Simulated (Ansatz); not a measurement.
# Tl (omega type): the cost of one run

Computed with Ansatz 0.2.0 (DFT PBE, with the methods named in each step, unless a step's input says otherwise).

**1. Starting point**

It takes space group P6/mmm (No. 191, hexagonal). Conventional cell: a = 5.630 Å, b = 5.630 Å, c = 3.465 Å, α = 90.00°, β = 90.00°, γ = 120.00°. Tl (site symmetry 6/mmm) is surrounded by 14 Tl at 3.47 to 3.68 Å. Tl (site symmetry -6m2) is surrounded by 11 Tl at 3.25 to 3.68 Å.

Structure file:

```
Tl
1.0
     5.62964    0.00000    0.00000
    -2.81482    4.87541    0.00000
     0.00000    0.00000    3.46511
Tl
3
Direct
  0.00000 0.00000 0.00000
  0.33333 0.66667 0.50000
  0.66667 0.33333 0.50000
```

Whether this phase is the stable one at these pressures isn't tested.

Atoms are numbered in the order of the input: Tl1, Tl2, Tl3.

**2. The reference volume, LAPW**

Input file input.yaml:

```yaml
crystal:
  lattice:
    - [5.6296406484, 0.0, 0.0]
    - [-2.8148203242, 4.8754118157, 0.0]
    - [0.0, 0.0, 3.4651134279]
  atoms:
    - { symbol: Tl, position: [0.0, 0.0, 0.0] }
    - { symbol: Tl, position: [0.3333333333, 0.6666666667, 0.5] }
    - { symbol: Tl, position: [0.6666666667, 0.3333333333, 0.5] }
kpoints:
  mp_grid: { grid: [7, 7, 10] }
  band_path:
    path:
      - [0.0, 0.0, 0.0]
      - [0.5, 0.0, 0.0]
      - [0.3333333333, 0.3333333333, 0.0]
      - [0.0, 0.0, 0.0]
      - [0.0, 0.0, 0.5]
      - [0.5, 0.0, 0.5]
      - [0.3333333333, 0.3333333333, 0.5]
      - [0.0, 0.0, 0.5]
      - [0.5, 0.0, 0.5]
    npoints: 14
scf:
  occupations: { method: fermi_dirac, width: 0.1 }
hamiltonian:
  xc: pbe
  pseudopotentials: { kind: all_electron, lapw: { basis_error: 0.001 } }
output:
  forces: true
  stress: true
  eigenvalues: true
  populations: true
  dos: { projected: true, de: 0.2, e_range: [-14, 8] }
```

On the command line:

```sh
$ ansatz run input.yaml --threads 1 --pin off --max-ram 3072MiB --backend cpu --events-out ev --progress --plain --runs-dir out
```

What time and memory should one allow on 1 thread of Arm Neoverse V2, shared host?

About 71 s, with a peak of 0.5 GiB.
